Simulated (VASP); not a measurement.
A calculation with VASP 6.6.1 of TiH (ASE script, structure typed inline):

The input run.py:

```python
from ase import Atoms
from ase.calculators.vasp import Vasp
from ase.dft.bandgap import bandgap

atoms = Atoms(
    ['Ti', 'Ti', 'H', 'H'],
    cell=[[2.8775815179, 0.0, 0.0], [-1.4387907589, 2.4920586959, 0.0], [0.0, 0.0, 5.263294]],
    scaled_positions=[[0.0, 0.0, 0.5], [0.0, 0.0, 0.0], [0.3333333333, 0.6666666667, 0.25], [0.6666666667, 0.3333333333, 0.75]],
    pbc=True,
)
calc = Vasp(
    directory='calc',
    xc='pbesol',
    pp='PBE',
    setups='recommended',
    pp_version='54',
    prec='Accurate',
    encut=520,
    ediff=1e-07,
    ismear=0,
    sigma=0.02,
    lreal=False,
    lasph=True,
    nelm=80,
    algo='Fast',
    isif=2,
    lwave=False,
    lcharg=False,
    kpts=[11, 11, 5],
    gamma=True,
    nbands=21,
)
atoms.calc = calc

print('energy (eV):', atoms.get_potential_energy())
print('free energy (eV):', atoms.get_potential_energy(force_consistent=True))
print('forces (eV/A):')
print(atoms.get_forces())
print('stress (eV/A^3, Voigt):', atoms.get_stress())
print('Fermi level (eV):', calc.get_fermi_level())
gap, top, bottom = bandgap(calc)
print('band gap (eV):', gap, 'from (spin, k, band)', top, 'to', bottom)
```

Potentials or basis: VASP PAW PBE potentials, release 54 (Ti_sv, H).

Command:

```console
$ python run.py
```

The cell comes from a database or a generator and needn't be the stable form of this composition.

Q: Write the same calculation in another form: native input, structure from a POSCAR.

A: As run:

Contents of INCAR:

```
SYSTEM = TiH
ALGO = Normal
EDIFF = 1E-6
ENCUT = 520
GGA = PS
ISIF = 2
ISMEAR = 0
LASPH = .True.
LCHARG = .False.
LREAL = .False.
LWAVE = .False.
NBANDS = 21
NELM = 100
PREC = Accurate
SIGMA = 0.02
```

File KPOINTS:

```
k-points
0
Gamma
  11 11 5
  0 0 0
```

POSCAR

```
TiH
1.0
    2.8775815179      0.0000000000      0.0000000000
   -1.4387907589      2.4920586959      0.0000000000
    0.0000000000      0.0000000000      5.2632940000
Ti H
2 2
Direct
    0.0000000000      0.0000000000      0.5000000000
    0.0000000000      0.0000000000      0.0000000000
    0.3333333333      0.6666666667      0.2500000000
    0.6666666667      0.3333333333      0.7500000000
```

Potentials or basis: VASP PAW PBE potentials, release 54 (Ti_sv, H).

Command:

```sh
$ cat potpaw_PBE.54/Ti_sv/POTCAR potpaw_PBE.54/H/POTCAR > POTCAR
$ mpirun -np 1 vasp_std > vasp.out
```

Both were run:

|  | ASE script, structure typed inline | native input, structure from a POSCAR |
| --- | --- | --- |
| Pressure | -5.1 GPa | -5.1 GPa |
| Band gap on the k mesh | none (metal or under the smearing width) | none (metal or under the smearing width) |

Keys that steer only the numerical path or the files written may differ.

Caveat: the PAW data sets were made with another functional, which shifts forces and pressure a little.
